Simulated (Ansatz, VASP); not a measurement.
Given: the input of a run of VASP 6.6.1 on AlN. 

The input INCAR:

```
ALGO = Normal
EDIFF = 1E-7
EDIFFG = -0.02
ENCUT = 600
IBRION = 2
ISIF = 3
ISMEAR = -1
LASPH = T
LCHARG = F
LMIXTAU = T
LREAL = F
LWAVE = F
METAGGA = R2SCAN
NELM = 100
NSW = 40
PREC = Accurate
SIGMA = 0.05
```

Contents of KPOINTS:

```
k-points
0
Gamma
  7 7 5
```

File POSCAR:

```
AlN
1.0
    3.1130000000      0.0000000000      0.0000000000
   -1.5565000000      2.6959370820      0.0000000000
    0.0000000000      0.0000000000      4.9810000000
Al N
2 2
Direct
    0.6666666667      0.3333333333      0.5000000000
    0.3333333333      0.6666666667      0.0000000000
    0.6666666667      0.3333333333      0.8800000000
    0.3333333333      0.6666666667      0.3800000000
```

Potentials or basis: VASP PAW PBE potentials, release 64 (Al, N).

Command:

```console
$ cat potpaw_PBE.64/Al/POTCAR potpaw_PBE.64/N/POTCAR > POTCAR
$ mpirun -np 1 vasp_std > vasp.out
```

**Question.** What does the same run look like in Ansatz 0.2.0? Potentials or basis there: Ansatz PAW, cutoff 500 eV.

**Answer.** As run (cutoffs and basis follow the program's own potentials, and thresholds, step limits or extra output files can differ):

input.yaml

```yaml
crystal:
  lattice:
    - [3.113, 0.0, 0.0]
    - [-1.5565, 2.695937082, 0.0]
    - [0.0, 0.0, 4.981]
  atoms:
    - { symbol: Al, position: [0.6666666667, 0.3333333333, 0.5] }
    - { symbol: Al, position: [0.3333333333, 0.6666666667, 0.0] }
    - { symbol: "N", position: [0.6666666667, 0.3333333333, 0.88] }
    - { symbol: "N", position: [0.3333333333, 0.6666666667, 0.38] }
hamiltonian:
  xc: r2scan
  pseudopotentials: { kind: paw }
kpoints:
  mp_grid: { grid: [7, 7, 5] }
scf:
  occupations: { method: fermi_dirac, width: 0.05 }
output:
  forces: true
  stress: true
  eigenvalues: true
relax:
  f_tol: 0.01
  max_steps: 40
  cell: { stress_tol: 0.05 }
```

Potentials or basis: Ansatz PAW.

Launch:

```bash
$ ansatz run input.yaml --threads 2 --pin off --max-ram 5632MiB --backend cpu --events-out ev --progress --plain --runs-dir out
```

Both were run:

|  | VASP | Ansatz |
| --- | --- | --- |
| Relaxed volume | 10.39 Å³/atom | 10.40 Å³/atom |
| Relaxed cell | a = 3.104 Å, b = 3.104 Å, c = 4.981 Å, α = 90.00°, β = 90.00°, γ = 120.00° | a = 3.107 Å, b = 3.107 Å, c = 4.978 Å, α = 90.00°, β = 90.00°, γ = 120.00° |
| Space group after relaxing | P6_3mc (No. 186) | P6_3mc (No. 186) |
| Pressure after relaxing | 0.0 GPa | 0.0 GPa |

Ansatz's pressure holds a Pulay term of +0.04 GPa for its cutoff of 500 eV, which the other run lacks.

VASP's potentials were made for PBE. Ansatz's potentials were made for PBE.

Where Ansatz's input types no cutoff or centring, it takes its own default and a Γ-centred mesh.

Pressure is positive in compression.
